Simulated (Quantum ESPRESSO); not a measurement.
A calculation with Quantum ESPRESSO 7.5 of Ba (ASE script, structure from a POSCAR):

File run.py:

```python
import numpy as np
from ase.calculators.espresso import Espresso, EspressoProfile
from ase.io import read

atoms = read('POSCAR')
atoms.set_initial_magnetic_moments([0.02])

input_data = {
    'control': {'calculation': 'scf', 'prefix': 'pwscf', 'outdir': './tmp', 'tprnfor': True, 'tstress': True, 'disk_io': 'nowf'},
    'system': {'ecutwfc': 45.0, 'ecutrho': 360.0, 'nbnd': 13, 'input_dft': 'sla+pw+revx+pbc+vv10', 'occupations': 'smearing', 'smearing': 'fd', 'degauss': 0.00183747, 'nspin': 2},
    'electrons': {'conv_thr': 2e-10, 'electron_maxstep': 120, 'mixing_beta': 0.3},
}
pseudopotentials = {'Ba': 'ba_pbe_v1.uspp.F.UPF'}
profile = EspressoProfile(command='pw.x', pseudo_dir='pseudo')
dft = Espresso(profile=profile, input_data=input_data, pseudopotentials=pseudopotentials, kpts=(7, 7, 7), koffset=(0, 0, 0))
atoms.calc = dft

print(f'energy {atoms.get_potential_energy():.8f} eV')
print('forces (eV/A)')
print(np.round(atoms.get_forces(), 6))
print('stress (eV/A^3, Voigt)')
print(np.round(atoms.get_stress(), 8))
print(f'Fermi level {dft.get_fermi_level():.4f} eV')
```

The input POSCAR:

```
Ba
1.0
   -2.5462570000      2.5148080000      2.5329690000
    2.5140440000     -2.5319770000      2.5179240000
    2.4873600000      2.4730790000     -2.5501370000
Ba
1
Direct
    0.0006070000     -0.0200310000      0.0175870000
```

Potentials or basis: GBRV 1.5 PBE.

Launch:

```bash
$ OMP_NUM_THREADS=1 python run.py
```

The cell isn't the ideal one: cell strained at random at fixed volume.

Problem. Write the same calculation in another form: native input, structure typed inline.

Solution. As run:

Contents of pw.in:

```
&CONTROL
  calculation = 'scf'
  prefix = 'pwscf'
  outdir = './tmp'
  pseudo_dir = './pseudo'
  tprnfor = .true.
  tstress = .true.
  disk_io = 'nowf'
/
&SYSTEM
  ibrav = 0
  A = 4.38447442
  nat = 1
  ntyp = 1
  ecutwfc = 45
  ecutrho = 360
  nbnd = 13
  input_dft = 'sla+pw+revx+pbc+vv10'
  occupations = 'smearing'
  smearing = 'fd'
  degauss = 0.00183747
  nspin = 2
  starting_magnetization(1) = 0.002
/
&ELECTRONS
  conv_thr = 2d-10
  electron_maxstep = 120
  mixing_beta = 0.3
/
ATOMIC_SPECIES
Ba   137.3270 ba_pbe_v1.uspp.F.UPF
CELL_PARAMETERS alat
  -0.5807439515    0.5735711420    0.5777132576
   0.5733968907   -0.5774870047    0.5742818315
   0.5673108705    0.5640536956   -0.5816288922
ATOMIC_POSITIONS alat
Ba    -0.0018609284    0.0218358122   -0.0213818747
K_POINTS automatic
7 7 7 0 0 0
```

Potentials or basis: GBRV 1.5 PBE.

Launch:

```sh
$ OMP_NUM_THREADS=1 pw.x -in pw.in > pw.out
```

Both were run:

|  | ASE script, structure from a POSCAR | native input, structure typed inline |
| --- | --- | --- |
| Pressure | 0.0 GPa | 0.0 GPa |
| Band gap on the k mesh | none (metal or under the smearing width) | none (metal or under the smearing width) |
| Net moment | 0.00 μB per cell | 0.00 μB per cell |
| Absolute moment | 0.00 μB per cell | 0.00 μB per cell |
| Valence electrons inside the program's atomic spheres | Ba 8.74 | Ba 8.74 |

Keys that steer only the numerical path or the files written may differ.

Caveat: the potentials were made for another functional, which shifts forces and pressure; rVV10's parameter b was fitted to another functional.
